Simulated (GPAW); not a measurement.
# C: single point with PBE

Crystal: C.

```
C
1.0
     0.00000    1.80684    1.80684
     1.80684    0.00000    1.80684
     1.80684    1.80684    0.00000
C
2
Direct
  0.75000 0.75000 0.75000
  0.50000 0.50000 0.50000
```

This isn't the form of C at room conditions, which is graphite.

The cell isn't the ideal one: volume scaled by 1.04.

| Item | Value |
| --- | --- |
| Program | GPAW 26.7.0 |
| Task | single point |
| Functional | PBE |
| Potentials or basis | PAW data sets generated in the run's folder for this functional |
| Cutoff | 600 eV |
| Basis | pw |
| k mesh | 10 × 10 × 10 |
| Occupations | fermi-dirac, width 0.01 eV |
| Spin | no spin polarisation |

The pressure is -14.0 GPa and the band gap on the k mesh is 4.09 eV, indirect (least direct gap 5.49 eV).

Levels at points of the mesh, in eV from the valence-band top:
| k point | band 1 | band 2 | band 3 | band 4 | band 5 | band 6 | band 7 |
| --- | --- | --- | --- | --- | --- | --- | --- |
| (0.00, 0.00, 0.00) | -20.96 | 0.00 | 0.00 | 0.00 | 5.49 | 5.49 | 5.49 |
| (0.50, 0.50, 0.00) | -12.50 | -12.50 | -6.07 | -6.07 | 4.68 | 4.68 | 16.23 |
| (0.50, 0.50, 0.50) | -15.41 | -12.95 | -2.70 | -2.70 | 8.30 | 8.30 | 8.33 |

Run time: 6.8 s on 1 thread of Arm Neoverse V1, with other jobs on the host, peak memory 0.12 GiB.

Caveat: the cutoff is short for stress and forces, so pressures can be off by a GPa or more. A k mesh can miss the band edges.
